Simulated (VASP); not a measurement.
Here is a VASP 6.6.1 calculation.

The input INCAR:

```
  ALGO = Normal
  EDIFF = 1E-7
  ENCUT = 520
  GGA_COMPAT = False
  ISIF = 2
  ISMEAR = 0
  KPAR = 2
  LASPH = True
  LCHARG = False
  LMIXTAU = True
  LNONCOLLINEAR = True
  LORBIT = 11
  LREAL = False
  LSORBIT = True
  LWAVE = False
  MAGMOM = 0 0 0 0 0 0
  METAGGA = R2SCAN
  NELM = 100
  PREC = Accurate
  SIGMA = 0.02
```

The input KPOINTS:

```
k-points
0
Gamma
  6 6 6
```

File POSCAR:

```
CsH
1.0
    0.0000000000      3.1880000000      3.1880000000
    3.1880000000      0.0000000000      3.1880000000
    3.1880000000      3.1880000000      0.0000000000
Cs H
1 1
Direct
    0.0000000000      0.0000000000      0.0000000000
    0.5000000000      0.5000000000      0.5000000000
```

File KPOINTS_OPT:

```
path GXWKGLUWLK,UX
15
line-mode
reciprocal
 0.0000000000  0.0000000000  0.0000000000  G
 0.5000000000  0.0000000000  0.5000000000  X

 0.5000000000  0.0000000000  0.5000000000  X
 0.5000000000  0.2500000000  0.7500000000  W

 0.5000000000  0.2500000000  0.7500000000  W
 0.3750000000  0.3750000000  0.7500000000  K

 0.3750000000  0.3750000000  0.7500000000  K
 0.0000000000  0.0000000000  0.0000000000  G

 0.0000000000  0.0000000000  0.0000000000  G
 0.5000000000  0.5000000000  0.5000000000  L

 0.5000000000  0.5000000000  0.5000000000  L
 0.6250000000  0.2500000000  0.6250000000  U

 0.6250000000  0.2500000000  0.6250000000  U
 0.5000000000  0.2500000000  0.7500000000  W

 0.5000000000  0.2500000000  0.7500000000  W
 0.5000000000  0.5000000000  0.5000000000  L

 0.5000000000  0.5000000000  0.5000000000  L
 0.3750000000  0.3750000000  0.7500000000  K

 0.6250000000  0.2500000000  0.6250000000  U
 0.5000000000  0.0000000000  0.5000000000  X
```

Potentials or basis: VASP PAW PBE potentials, release 64 (Cs_sv, H).

Command:

```sh
$ cat potpaw_PBE.64/Cs_sv/POTCAR potpaw_PBE.64/H/POTCAR > POTCAR
$ mpirun -np 2 vasp_ncl > vasp.out
```

(1) Estimate the pressure.

Answers

(1) 0.0 GPa.

Caveat: the PAW data sets were made with another functional, which shifts forces and pressure a little.
